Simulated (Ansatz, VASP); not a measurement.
## Two plane-wave programs on Si

INCAR

```
SYSTEM = Si
PREC = Accurate ; ENCUT = 520
EDIFF = 1E-7 ; ISMEAR = -1
SIGMA = 0.05 ; LREAL = .False.
LASPH = .True. ; NELM = 60
ALGO = Normal ; ISIF = 2
LWAVE = .False. ; LCHARG = .False.
GGA = PE ; NBANDS = 26
```

The input KPOINTS:

```
Automatic mesh
0
Gamma
  6 6 5
  0 0 0
```

Contents of POSCAR:

```
Si
1.0
    4.4327973131     -2.6112603105      0.0000000000
    4.4327973131      2.6112603105      0.0000000000
    0.0000000000      0.0000000000      5.2512730717
Si
8
Direct
    0.7942850000      0.7942850000      0.0000000000
    0.2942850000      0.2942850000      0.5000000000
    0.2057150000      0.2057150000      0.0000000000
    0.7057150000      0.7057150000      0.5000000000
    0.1556200000      0.8443800000      0.6741300000
    0.8443800000      0.1556200000      0.3258700000
    0.3443800000      0.6556200000      0.1741300000
    0.6556200000      0.3443800000      0.8258700000
```

input.yaml

```yaml
crystal:
  lattice:
    - [4.4327973131, -2.6112603105, 0.0]
    - [4.4327973131, 2.6112603105, 0.0]
    - [0.0, 0.0, 5.2512730717]
  atoms:
    - { symbol: Si, position: [0.794285, 0.794285, 0.0] }
    - { symbol: Si, position: [0.294285, 0.294285, 0.5] }
    - { symbol: Si, position: [0.205715, 0.205715, 0.0] }
    - { symbol: Si, position: [0.705715, 0.705715, 0.5] }
    - { symbol: Si, position: [0.15562, 0.84438, 0.67413] }
    - { symbol: Si, position: [0.84438, 0.15562, 0.32587] }
    - { symbol: Si, position: [0.34438, 0.65562, 0.17413] }
    - { symbol: Si, position: [0.65562, 0.34438, 0.82587] }
hamiltonian:
  xc: pbe
  pseudopotentials: { kind: paw }
kpoints:
  mp_grid: { grid: [6, 6, 5] }
scf:
  occupations: { method: fermi_dirac, width: 0.05 }
output:
  forces: true
  stress: true
  eigenvalues: true
```

Change from the starting cell: volume scaled by 1.04.

Alike in both runs: task single point; functional PBE; k mesh 6 × 6 × 5; occupations fermi-dirac, width 0.05 eV; no spin polarisation.

```csv
,VASP,Ansatz
version,VASP 6.6.1,Ansatz 0.2.0
potentials or method,"VASP PAW PBE potentials, release 64 (Si)",Ansatz PAW
plane-wave cutoff (eV),520,420
valence electrons in the cell,32,32
```

```csv
,VASP,Ansatz,Ansatz less VASP
gap on the k mesh at the Fermi level (eV),none,none,-
pressure (GPa),-3.1,-3.0,+0.03
largest component of the traceless stress (GPa),0.80,0.80,-0.007
rms of the force components (eV/Å),0.040,0.039,-0.0012
```

Atom by atom the forces differ by 0.002 eV/Å (rms over components). A gap of «none» marks a metal or a gap that the smearing closes. The functional is the same, so the differences come from potentials, cutoffs and numerics.
